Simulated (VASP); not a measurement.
Write the native input for VASP 6.6.1 that does the following.

```yaml
Task: single point
Functional: PBE
Potentials_or_basis: VASP PAW PBE potentials, release 64 (Sn_d)
Cutoff: 520 eV
k_mesh: 8 × 8 × 8
Occupations: gaussian, width 0.05 eV
Spin: no spin polarisation
Dipole_correction: no
Further_INCAR_settings: ALGO = Normal; EDIFF = 1e-07; NBANDS = 13
```

The structure of Sn lies in POSCAR:

```
Sn
1.0
   -1.9132975019      1.9132975019      1.9132975019
    1.9132975019     -1.9132975019      1.9132975019
    1.9132975019      1.9132975019     -1.9132975019
Sn
1
Direct
    0.0000000000      0.0000000000      0.0000000000
```

The cell was built by a generator and needn't be a form met in nature.

The input as run:

INCAR

```
SYSTEM = Sn
PREC = Accurate
ENCUT = 520
EDIFF = 1E-7
ISMEAR = 0
SIGMA = 0.05
LREAL = .False.
LASPH = .True.
NELM = 80
ALGO = Normal
ISIF = 2
LWAVE = .False.
LCHARG = .True.
GGA = PE
LELF = .True.
LVHAR = .True.
NBANDS = 13
```

KPOINTS

```
Automatic mesh
0
Gamma
  8 8 8
  0 0 0
```

Potentials or basis: VASP PAW PBE potentials, release 64 (Sn_d).

Run with:

```console
$ cat potpaw_PBE.64/Sn_d/POTCAR > POTCAR
$ mpirun -np 1 vasp_std > vasp.out
```

It gave:

```yaml
Pressure: 0.0 GPa
Band_gap_on_the_k_mesh: none (metal or under the smearing width)
```

Run time: 6.6 s on 1 thread of Intel(R) Xeon(R) 6975P-C (Granite Rapids), on a shared host, peak memory 0.15 GiB.
